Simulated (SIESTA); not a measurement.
The system is TaN.

```
Ta N
1.0
     2.93800    0.00000    0.00000
    -1.46900    2.54438    0.00000
     0.00000    0.00000    2.88300
Ta N
1 1
Direct
  0.00000 0.00000 0.50000
  0.66667 0.33333 0.00000
```

```yaml
Program: SIESTA 5.4.2
Task: single point
Functional: PBEsol
Potentials_or_basis: PseudoDojo 0.4 standard (PBEsol files)
Basis: DZP (energy shift 0.003 Ry; two zetas on semicore shells)
Grid_cutoff: 800 Ry
Energy_shift: 0.003 Ry
k_mesh: 10 × 10 × 9
Occupations: fermi-dirac, width 0.05 eV
Spin: no spin polarisation
```

On this cell: pressure -0.6 GPa; largest force under 0.003 eV/Å; band gap on the k mesh none (metal or under the smearing width).

The same run follows on a disturbed copy (atoms moved at random, drawn with an rms of 0.05 Å):

```
Ta N
1.0
     2.93800    0.00000    0.00000
    -1.46900    2.54438    0.00000
     0.00000    0.00000    2.88300
Ta N
1 1
Direct
  0.01144 0.00833 0.48326
  0.65255 0.33881 0.00587
```

Task: What does the disturbed cell give?

Result: The energy (extrapolated to zero smearing) moves by +33.6 meV/atom; pressure 1.0 GPa; largest force 1.406 eV/Å; band gap on the k mesh none (metal or under the smearing width).

Forces on the atoms (eV/Å):
```
Ta  -1.010 -0.141  0.968
N    1.010  0.141 -0.969
```

Stress tensor (GPa, compression positive):
```
 0.53  1.45 -1.81
 1.45 -0.20 -0.32
-1.81 -0.32  2.68
```

Caveats: short orbitals over semicore shells can move pressures by several GPa; the basis of atomic orbitals isn't converged, which shifts pressures, moduli and gaps.
